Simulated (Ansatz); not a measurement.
**ZnS at 16 GPa: from Born charge to LO–TO splitting and polaron coupling**

These are results of DFT PBEsol, scalar-relativistic, plane waves, PAW (Ansatz 0.2.0), not measurements. Cutoff 420 eV, 10×10×10 k-points (Γ-centred), fixed occupations. No spin polarisation. Phonons by linear response, acoustic sum rule imposed.

The cell, relaxed at 16 GPa:
```
Zn S
1.0
     0.00000    2.55066    2.55066
     2.55066    0.00000    2.55066
     2.55066    2.55066    0.00000
Zn S
1 1
Direct
  0.00000 0.00000 0.00000
  0.75000 0.75000 0.75000
```

The real crystal has changed phase below this pressure.

Linear response gives ν_TO = 355.3 cm⁻¹, Born charges ±1.737 e (positive on Zn) and ε∞ = 6.156. The primitive cell holds 33.188 Å³, and the masses are 65.380 and 32.060 amu.

**Question.** Find ν_LO and the static dielectric constant.

**Answer.** The long-wave field adds a restoring force: ω_LO² − ω_TO² = Z*²e²/(ε_vac ε∞ μV). In these units ν_LO² − ν_TO² = 4.92064×10⁷ Z*²/(μ V ε∞) cm⁻², with μ = m₁m₂/(m₁ + m₂) = 21.512 amu: 33790 cm⁻². So ν_LO = √(355.3² + 33790) = 400.1 cm⁻¹, and the run gives 400.1. Lyddane–Sachs–Teller then gives ε0 = ε∞ (ν_LO/ν_TO)² = 7.80, against 7.80 in the run (it forms both from the same three quantities, so the match checks the arithmetic only). Between ν_TO and ν_LO the dielectric function is negative and an undamped crystal reflects fully: a reststrahlen band from 25.0 to 28.1 μm.

**Question.** What do the Clausius–Mossotti polarisability and the Szigeti charge come to?

**Answer.** With the Lorentz local field, α = (3V/4π)(ε∞ − 1)/(ε∞ + 2) = 5.01 Å³ for the pair, and e_S = 3Z*/(ε∞ + 2) = 0.64 e. The Born charge includes the electrons' response to the dipole's own local field, and e_S takes that enhancement out. The Lorentz field assumes point-like polarisable ions, a poor picture once ε∞ is this large, since the electron clouds then overlap or are shared, so both numbers are formal here.

**Question.** How strongly does a slow electron couple to the LO mode?

**Answer.** For one isotropic parabolic band, Fröhlich's constant is α_F = (1/ε∞ − 1/ε0) √(m* Ry/ħω_LO), with Ry = 13.606 eV, ħω_LO = 49.6 meV and m* in free-electron masses: α_F = 0.0343 × 16.56 × √m* = 0.57 √m*. The band mass isn't part of this run; for m* = 0.1, 0.3 and 1 it gives 0.18, 0.31, 0.57. In weak coupling the polaron lies α_F ħω_LO below the band edge (15 meV at m* = 0.3) with a mass m*(1 + α_F/6); past α_F of about 5 or 6 that expansion fails. A semilocal functional's ε∞ tends to be too large, which taken alone lowers α_F.

Cost: 1 run of about 2.2 core-minutes, on Intel Xeon Processor @ 2.50GHz (Skylake/Cascade Lake) (shared hosts).

The polar response is moderate: the lattice raises the dielectric constant only from 6.156 to 7.80, so most of the static screening is electronic. Zn–S bonding is partly covalent, with filled states mainly of S 3p character mixed with Zn 4s and 4p. Moving the sublattices therefore shifts electronic charge as well as ions, and the Born charge of 1.737 e measures this dynamic polarisation, not a static ionic charge. The electronic screening also weakens the long-range field, leaving short-range bond forces to supply most of the LO mode's restoring force.

The same balance keeps Fröhlich coupling weak to intermediate over the listed masses, because a carrier couples only to the part of the screening that the lattice adds. A light electron in the s-like conduction minimum typical of zinc-blende ZnS would probably form a large, mobile polaron. The estimate doesn't carry over directly to holes, since the p-like valence-band top is degenerate and anisotropic, and it says nothing about self-trapping through short-range lattice distortion.
